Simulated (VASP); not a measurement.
# Se (R-3m) in VASP: a series of runs

The runs below take Se through relaxation of cell and atoms, with PBE+D3(BJ).

All numbers are computed with VASP 6.6.1; they aren't measurements. Logs are shortened: lines on timing, memory, paths and dates and some standing lists are left out, and cuts for length are marked.

### Step 1. The structure

It takes space group R-3m (No. 166, trigonal). The conventional cell has a = 3.850 Å, b = 3.850 Å, c = 2.645 Å, α = 90.00°, β = 90.00°, γ = 120.00°. Around Se (site symmetry -3m) lie 8 Se at 2.39 to 2.65 Å.

This isn't the form of Se at room conditions, which is trigonal, of chains.

### Step 2. Relaxation of cell and atoms, PBE+D3(BJ), target pressure 125 GPa, at which the enthalpy is minimised

INCAR

```
SYSTEM = Se
PREC     = Accurate       ! precision mode
ENCUT    = 520            ! plane-wave cutoff, eV
EDIFF    = 1E-7           ! SCF threshold, eV
ISMEAR   = 0              ! smearing method
SIGMA    = 0.02           ! smearing width, eV
LREAL    = .FALSE.        ! projectors in reciprocal space
LASPH    = .TRUE.         ! aspherical terms in the spheres
NELM     = 80             ! most SCF steps
ALGO     = Normal         ! electronic algorithm
ISIF     = 3              ! what is computed and relaxed
LWAVE    = .FALSE.        ! write WAVECAR
LCHARG   = .FALSE.        ! write CHGCAR
GGA      = PE             ! functional
IVDW     = 12             ! dispersion correction
IBRION   = 2              ! ionic algorithm
NSW      = 80             ! ionic steps
EDIFFG   = -0.002         ! ionic threshold
PSTRESS  = 1250.0
```

KPOINTS

```
regular mesh
0
G
  15 15 15
  0 0 0
```

POSCAR

```
Se
1.0
    1.9250000000      1.1113992700      0.8816666700
   -1.9250000000      1.1113992700      0.8816666700
    0.0000000000     -2.2227985400      0.8816666700
Se
1
Direct
    0.0000000000      0.0000000000      0.0000000000
```

Potentials or basis: VASP PAW PBE potentials, release 64 (Se).

Launch:

```bash
> cat potpaw_PBE.64/Se/POTCAR > POTCAR
> mpirun -np 1 vasp_std > vasp.out
```

OUTCAR:

```text
SYSTEM = Se
   PREC = Accurate
   ENCUT = 520
   EDIFF = 1E-7
   ISMEAR = 0
   LREAL = .FALSE.
   LASPH = .TRUE.
   NELM = 80
   ISIF = 3
   GGA = PE
   IVDW = 12
   IBRION = 2
   NSW = 80
   EDIFFG = -0.002
   PSTRESS = 1250.0
 IVDW          = 12

 ion  position               nearest neighbor table
   1  0.000  0.000  0.000-

  LATTYP: Found a trigonal (rhomboedric) cell.
 ALAT       =     2.3912694232
 COS(alpha) =    -0.2960878580

  Lattice vectors:

 A1 = (   1.9250000000,   1.1113992700,   0.8816666700)
 A2 = (  -1.9250000000,   1.1113992700,   0.8816666700)
 A3 = (   0.0000000000,  -2.2227985400,   0.8816666700)

Analysis of symmetry for initial positions (statically):
=====================================================================
 Subroutine PRICEL returns:
 Original cell was already a primitive cell.

 Routine SETGRP: Setting up the symmetry group for a
 trigonal (rhombohedral) supercell.

 Subroutine GETGRP returns: Found 12 space group operations
 (whereof 12 operations were pure point group operations)
 out of a pool of 12 trial point group operations.

The static configuration has the point symmetry D_3d.

Analysis of symmetry for dynamics (positions and initial velocities):
=====================================================================
 Subroutine PRICEL returns:
 Original cell was already a primitive cell.

 Routine SETGRP: Setting up the symmetry group for a
 trigonal (rhombohedral) supercell.

 Subroutine GETGRP returns: Found 12 space group operations
 (whereof 12 operations were pure point group operations)
 out of a pool of 12 trial point group operations.

The dynamic configuration has the point symmetry D_3d.

 Subroutine INISYM returns: Found 12 space group operations
 (whereof 12 operations are pure point group operations),
 and found     1 'primitive' translations

----------------------------------------------------------------------------------------

                                     Primitive cell

  volume of cell :      11.3177

  direct lattice vectors                    reciprocal lattice vectors
     1.925000000  1.111399270  0.881666670     0.259740260  0.149961109  0.378071832
    -1.925000000  1.111399270  0.881666670    -0.259740260  0.149961109  0.378071832
     0.000000000 -2.222798540  0.881666670     0.000000000 -0.299922217  0.378071832

  length of vectors
     2.391269423  2.391269423  2.391269426     0.482588486  0.482588486  0.482588486

  position of ions in fractional coordinates (direct lattice)
     0.000000000  0.000000000  0.000000000

  ion indices of the primitive-cell ions
   primitive index   ion index
                 1           1

----------------------------------------------------------------------------------------

 KPOINTS: regular mesh

Automatic generation of k-mesh.
 Grid dimensions read from file:
 generate k-points for:   15   15   15

 Generating k-lattice:

  Cartesian coordinates                     Fractional coordinates (reciprocal lattice)
     0.017316017  0.009997407  0.025204789     0.066666667  0.000000000  0.000000000
    -0.017316017  0.009997407  0.025204789     0.000000000  0.066666667  0.000000000
     0.000000000 -0.019994814  0.025204789     0.000000000  0.000000000  0.066666667

  Length of vectors
     0.032172566  0.032172566  0.032172566

  Shift w.r.t. Gamma in fractional coordinates (k-lattice)
     0.000000000  0.000000000  0.000000000

 Subroutine IBZKPT returns following result:
 ===========================================

 Found    344 irreducible k-points:

 Following reciprocal coordinates:
            Coordinates               Weight
  0.000000  0.000000  0.000000      1.000000
  0.066667  0.000000  0.000000      6.000000
  0.133333  0.000000  0.000000      6.000000
  0.200000 -0.000000  0.000000      6.000000
  0.266667  0.000000  0.000000      6.000000
  0.333333 -0.000000  0.000000      6.000000
[... 16 lines left out ...]
  0.133333  0.133333  0.000000      6.000000
  0.200000  0.133333  0.000000     12.000000
 [... further k-points ...]
   k-points           NKPTS =    344   k-points in BZ     NKDIM =    344   number of bands    NBANDS=      7
   number of dos      NEDOS =    301   number of ions     NIONS =      1
   total plane-waves  NPLWV =   5832
   dimension x,y,z NGX =    18 NGY =   18 NGZ =   18
   dimension x,y,z NGXF=    36 NGYF=   36 NGZF=   36
   ions per type =               1
   NGX,Y,Z   is equivalent  to a cutoff of  12.51, 12.51, 12.51 a.u.
   NGXF,Y,Z  is equivalent  to a cutoff of  25.03, 25.03, 25.03 a.u.
 SYSTEM =  Se
   PREC   = accura    normal or accurate (medium, high low for compatibility)
   ISTART =      0    job   : 0-new  1-cont  2-samecut
   ICHARG =      2    charge: 1-file 2-atom 10-const
   ISPIN  =      1    spin polarized calculation?
   LNONCOLLINEAR =      F non collinear calculations
   LSORBIT =      F    spin-orbit coupling
   LASPH  =      T    aspherical Exc in radial PAW
   ENCUT  =  520.0 eV  38.22 Ry    6.18 a.u.   4.45  4.45  4.45*2*pi/ulx,y,z
   NELM   =     80;   NELMIN=  2; NELMDL= -5     # of ELM steps
   EDIFF  = 0.1E-06   stopping-criterion for ELM
   LREAL  =      F    real-space projection
   EDIFFG = -.2E-02   stopping-criterion for IOM
   NSW    =     80    number of steps for IOM
   IBRION =      2    ionic relax: 0-MD 1-quasi-New 2-CG
   NFREE  =      1    steps in history (QN), initial steepest desc. (CG)
   ISIF   =      3    stress and relaxation
   ISYM   =      2    0-nonsym 1-usesym 2-fastsym
   POTIM  = 0.5000    time-step for ionic-motion
   TEBEG  =    0.0;   TEEND  =   0.0 temperature during run
   PSTRESS= 1250.0 pullay stress
   NELECT =       6.0000    total number of electrons
   NUPDOWN=      -1.0000    fix difference up-down
   EMIN   =  10.00;   EMAX   =-10.00  energy-range for DOS
   EFERMI =   0.00;   METHOD = LEGACY
   ISMEAR =     0;   SIGMA  =   0.02  broadening in eV -4-tet -1-fermi 0-gaus
   EFERMI_NEDOS =   21; number of points for ismear=-14 and -15
   IALGO  =     38    algorithm
   IMIX   =      4    mixing-type and parameters
     AMIX     =   0.40;   BMIX     =  1.00
     AMIX_MAG =   1.60;   BMIX_MAG =  1.00
  volume/ion in A,a.u.               =      11.32        76.38
  Fermi-wavevector in a.u.,A,eV,Ry     =   1.324971  2.503832 23.885687  1.755548
  Thomas-Fermi vector in A             =   2.454466
   LORBIT       =      0    0 simple, 1 ext, 2 COOP (PROOUT), +10 PAW based schemes
   GGA     = PE    functional components
   LHFCALC =     F    Hartree Fock is set to
   AEXX    =    0.0000 exact exchange contribution
   IVDW    =    12    specifies the selected vdW correction
   LEPSILON=     F    determine dielectric tensor
   LRPA    =     F    only Hartree local field effects (RPA)
 conjugate gradient relaxation of ions
 non-spin polarized calculation
 Gauss-broadening in eV      SIGMA  =   0.02
  energy-cutoff  :      520.00
  volume of cell :       11.32
 maximum number of plane-waves:       313
 NGX is ok and might be reduce to    18
   NGX =  9   NGY =  9   NGZ =  9

--------------------------------------- Ionic step        1  -------------------------------------------

 number of electron       6.0000000 magnetization

 Free energy of the ion-electron system (eV)
  ---------------------------------------------------
  ext. energy  EPLUGINS =         0.00000000
  ---------------------------------------------------
  free energy    TOTEN  =        -0.27107381 eV

  energy without entropy =       -0.27100244  energy(sigma->0) =       -0.27103812

------------------------ aborting loop because EDIFF is reached ----------------------------------------

 Edisp (eV)   -0.77851

 E8    (eV) :    -0.3186

  FORCE on cell =-STRESS in cart. coord.  units (eV):
  Direction    XX          YY          ZZ          XY          YZ          ZX
  --------------------------------------------------------------------------------------
  -------------------------------------------------------------------------------------
  Total      10.75040    10.75040    10.26049     0.00000     0.00000     0.00000
  in kB    1521.87381  1521.87381  1452.52057     0.00000     0.00000     0.00000
  external pressure =      248.76 kB  Pullay stress =     1250.00 kB
[... 98 lines left out ...]
  FREE ENERGIE OF THE ION-ELECTRON SYSTEM (eV)
  ---------------------------------------------------
  free  energy   TOTEN  =        -1.5254512121 eV

  energy  without entropy=       -1.5254018692  energy(sigma->0) =       -1.52542654

  enthalpy is  TOTEN    =         7.7415227127 eV   P V=        9.2669739248

[... ionic steps 4 to 17 ...]

--------------------------------------- Ionic step       18  -------------------------------------------

 number of electron       5.9999997 magnetization

------------------------ aborting loop because EDIFF is reached ----------------------------------------

 Edisp (eV)   -0.74844

 E8    (eV) :    -0.3060
[... 71 lines left out ...]
  enthalpy is  TOTEN    =         7.7331206132 eV   P V=        9.1674099225

--------------------------------------- Ionic step       20  -------------------------------------------

 number of electron       5.9999997 magnetization

 Free energy of the ion-electron system (eV)
  ---------------------------------------------------
  ext. energy  EPLUGINS =         0.00000000
  ---------------------------------------------------
  free energy    TOTEN  =        -0.68567375 eV

  energy without entropy =       -0.68562603  energy(sigma->0) =       -0.68564989

 E-fermi :  14.2005     XC(G=0): -13.2629

 val. band max:       14.1890415479   @ k =  -0.1333   0.2000   0.1333
 cond. band min:      14.2217884281   @ k =  -0.2000   0.2000   0.1333
 fundamental gap:      0.0327468802
 Fermi energy:        14.2004575289

 k-point     1 :       0.0000    0.0000    0.0000
  band No.  band energies     occupation
      1      -8.8544      2.00000
      2      21.1244      0.00000
      3      21.1673      0.00000
      4      21.1673      0.00000
      5      27.9886      0.00000
      6      27.9886      0.00000
      7      28.0167      0.00000
[... 221 lines left out ...]
 k-point    24 :       0.2000    0.1333    0.0000
  band No.  band energies     occupation
      1      -5.8239      2.00000
      2      10.6651      2.00000
      3      13.7623      2.00000
      4      17.7598      0.00000
      5      24.5611      0.00000
      6      26.3574      0.00000
      7      30.0379      0.00000

 [... further k-points ...]

------------------------ aborting loop because EDIFF is reached ----------------------------------------

 Edisp (eV)   -0.74848

 E8    (eV) :    -0.3060

  FORCE on cell =-STRESS in cart. coord.  units (eV):
  Direction    XX          YY          ZZ          XY          YZ          ZX
  --------------------------------------------------------------------------------------
  -------------------------------------------------------------------------------------
  Total       9.16905     9.16905     9.16653     0.00000     0.00000     0.00000
  in kB    1250.24187  1250.24200  1249.89842     0.00000     0.00000     0.00000
  external pressure =        0.13 kB  Pullay stress =     1250.00 kB
[... 16 lines left out ...]
  FREE ENERGIE OF THE ION-ELECTRON SYSTEM (eV)
  ---------------------------------------------------
  free  energy   TOTEN  =        -1.4341513245 eV

  energy  without entropy=       -1.4341036098  energy(sigma->0) =       -1.43412747

  enthalpy is  TOTEN    =         7.7331203024 eV   P V=        9.1672716269

 reached required accuracy - stopping structural energy minimisation
```

It took 78 s on 1 thread of Intel Xeon 6975P-C (Granite Rapids), shared host; peak memory 0.15 GiB.

What came out:

| Property | Result |
| --- | --- |
| Free energy | -1.4342 eV |
| Relaxed volume | 11.75 Å³/atom |
| Relaxed cell | a = 2.480 Å, b = 2.480 Å, c = 2.480 Å, α = 109.44°, β = 109.44°, γ = 109.44° |
| Space group after relaxing (to 0.05 Å) | Im-3m (No. 229) |
| Energy change on relaxing (the enthalpy is what falls) | -384.6 meV/atom |
| Ionic steps | 20 |
| Pressure after relaxing | 125.0 GPa |
| Band gap on the k mesh | none (metal or under the smearing width) |
| Dispersion energy per atom | -0.748 eV |

Step by step:
| step | energy change (eV) | largest force (eV/Å) | pressure (GPa) | volume (Å³) |
| --- | --- | --- | --- | --- |
| 1 | 0.0000 | 0.0000 | 149.88 | 11.32 |
| 2 | -1.7470 | 0.0000 | 47.81 | 14.44 |
| 3 | -0.4759 | 0.0000 | 122.58 | 11.88 |
| 4 | -0.4371 | 0.0000 | 124.83 | 11.83 |
| 5 | -0.4290 | 0.0000 | 125.31 | 11.82 |
| 6 | -0.4234 | 0.0000 | 125.25 | 11.81 |
| 7 | -0.4051 | 0.0000 | 125.39 | 11.79 |
| 8 | -0.3604 | 0.0000 | 127.21 | 11.73 |
| 9 | -0.2663 | 0.0000 | 131.97 | 11.60 |
| 10 | -0.3229 | 0.0000 | 128.46 | 11.68 |
| 11 | -0.2863 | 0.0000 | 130.67 | 11.63 |
| 12 | -0.2780 | 0.0000 | 131.28 | 11.62 |
| 13 | -0.2818 | 0.0000 | 131.06 | 11.62 |
| 14 | -0.3258 | 0.0000 | 128.47 | 11.68 |
| 15 | -0.3970 | 0.0000 | 124.29 | 11.77 |
| 16 | -0.3865 | 0.0000 | 124.91 | 11.75 |
| 17 | -0.3862 | 0.0000 | 124.93 | 11.75 |
| 18 | -0.3851 | 0.0000 | 124.99 | 11.75 |
| 19 | -0.3847 | 0.0000 | 125.01 | 11.75 |
| 20 | -0.3846 | 0.0000 | 125.01 | 11.75 |

Final structure:
```yaml
crystal:
  lattice:
    - [2.02435, 1.16876, 0.82771]
    - [-2.02435, 1.16876, 0.82771]
    - [0.00000, -2.33752, 0.82771]
  atoms:
    - { symbol: Se, position: [0.00000, 0.00000, 0.00000] }
```

Levels at points of the mesh, in eV from the Fermi level:
```tsv
k point	band 1	band 2	band 3	band 4	band 5	band 6	band 7
(0.00, 0.00, 0.00)	-23.05	6.92	6.97	6.97	13.79	13.79	13.82
```

Caveat: the cell is relaxed towards a set pressure, so the enthalpy falls and the energy may rise; pairwise dispersion overbinds metals, which lowers pressure and volume. Zero-point motion and thermal expansion aren't in these numbers.

### Step 3. Relaxation of cell and atoms, PBE+D3(BJ), target pressure 125 GPa, at which the enthalpy is minimised

This run uses another cell than the first one, of 11.75 Å³/atom, 1.038 times its volume.

INCAR is that of step 2.

KPOINTS is that of step 2.

POSCAR

```
Se                                      
1.0
    2.0243492306      1.1687586317      0.8277118073
   -2.0243492306      1.1687586317      0.8277118073
    0.0000000000     -2.3375172634      0.8277118073
  Se            
     1
Direct
     0.0000000000000000    0.0000000000000000    0.0000000000000000
```

Potentials or basis: VASP PAW PBE potentials, release 64 (Se).

Launch:

```bash
> cat potpaw_PBE.64/Se/POTCAR > POTCAR
> mpirun -np 1 vasp_std > vasp.out
```

OUTCAR:

```text
SYSTEM = Se
   PREC = Accurate
   ENCUT = 520
   EDIFF = 1E-7
   ISMEAR = 0
   LREAL = .FALSE.
   LASPH = .TRUE.
   NELM = 80
   ISIF = 3
   GGA = PE
   IVDW = 12
   IBRION = 2
   NSW = 80
   EDIFFG = -0.002
   PSTRESS = 1250.0
 IVDW          = 12

 ion  position               nearest neighbor table
   1  0.000  0.000  0.000-

  LATTYP: Found a trigonal (rhomboedric) cell.
 ALAT       =     2.4797365551
 COS(alpha) =    -0.3328761014

  Lattice vectors:

[... 428 lines left out ...]

 Edisp (eV)   -0.74848

 E8    (eV) :    -0.3060

  FORCE on cell =-STRESS in cart. coord.  units (eV):
  Direction    XX          YY          ZZ          XY          YZ          ZX
  --------------------------------------------------------------------------------------
  -------------------------------------------------------------------------------------
  Total       9.16912     9.16912     9.16767    -0.00000     0.00000     0.00000
  in kB    1250.25233  1250.25246  1250.05500    -0.00000     0.00000     0.00000
  external pressure =        0.19 kB  Pullay stress =     1250.00 kB

 VOLUME and BASIS-vectors are now :
 -----------------------------------------------------------------------------
  energy-cutoff  :      520.00
  volume of cell :       11.75
      direct lattice vectors                 reciprocal lattice vectors
     2.024349231  1.168758632  0.827711807     0.246992956  0.142601442  0.402716659
    -2.024349231  1.168758632  0.827711807    -0.246992956  0.142601442  0.402716659
     0.000000000 -2.337517263  0.827711807     0.000000000 -0.285202885  0.402716659

 POSITION                                       TOTAL-FORCE (eV/Angst)
 -----------------------------------------------------------------------------------
      0.00000      0.00000      0.00000         0.000000      0.000000     -0.000000
 -----------------------------------------------------------------------------------
    total drift:                               -0.000000      0.000000      0.000000

  FREE ENERGIE OF THE ION-ELECTRON SYSTEM (eV)
  ---------------------------------------------------
  free  energy   TOTEN  =        -1.4342779706 eV

  energy  without entropy=       -1.4342301362  energy(sigma->0) =       -1.43425405

  enthalpy is  TOTEN    =         7.7329936560 eV   P V=        9.1672716265

 reached required accuracy - stopping structural energy minimisation
```

OSZICAR:

```text
N       E                     dE             d eps       ncg     rms          rms(c)
DAV:   1     0.105252950943E+02    0.10525E+02   -0.34288E+03  4977   0.784E+02
DAV:   2    -0.611081766732E+00   -0.11136E+02   -0.10591E+02  6832   0.832E+01
DAV:   3    -0.701994857089E+00   -0.90913E-01   -0.90743E-01  5600   0.840E+00
DAV:   4    -0.702028679331E+00   -0.33822E-04   -0.33822E-04  7567   0.174E-01
DAV:   5    -0.702028682632E+00   -0.33009E-08   -0.41691E-08  5740   0.115E-03    0.962E+00
DAV:   6    -0.691198573270E+00    0.10830E-01   -0.15361E-03  5929   0.352E-01    0.581E+00
DAV:   7    -0.685828115667E+00    0.53705E-02   -0.27594E-03  5796   0.512E-01    0.638E-02
DAV:   8    -0.685801398487E+00    0.26717E-04   -0.40579E-05  6237   0.485E-02    0.154E-02
DAV:   9    -0.685800559423E+00    0.83906E-06   -0.42846E-06  6678   0.164E-02    0.387E-03
DAV:  10    -0.685800429662E+00    0.12976E-06   -0.11802E-07  5628   0.378E-03    0.610E-04
DAV:  11    -0.685800395376E+00    0.34285E-07   -0.39321E-09  3115   0.530E-04
   1 F= 0.77329937E+01 E0= 0.77330176E+01  d E =0.773299E+01
```

CONTCAR:

```text
Se
   1.00000000000000
     2.0243492305999999    1.1687586317000001    0.8277118073000000
    -2.0243492305999999    1.1687586317000001    0.8277118073000000
     0.0000000000000000   -2.3375172634000001    0.8277118073000000
  Se
     1
Direct
     0.0000000000000000    0.0000000000000000    0.0000000000000000

  0.00000000E+00  0.00000000E+00  0.00000000E+00
```

Run time: 7.9 s. Hardware: 1 thread of Intel Xeon 6975P-C (Granite Rapids), shared host; peak memory 0.15 GiB.

Results:

- Free energy: -1.4343 eV
- Pressure after relaxing: 125.0 GPa
- Band gap on the k mesh: none (metal or under the smearing width)
- Dispersion energy per atom: -0.748 eV

Final structure:
```
Se
1.0
     2.02435    1.16876    0.82771
    -2.02435    1.16876    0.82771
     0.00000   -2.33752    0.82771
Se
1
Direct
  0.00000 0.00000 0.00000
```

Caveat: the relaxation stopped at its first step, so nothing moved; the cell is relaxed towards a set pressure, so the enthalpy falls and the energy may rise; pairwise dispersion overbinds metals, which lowers pressure and volume.
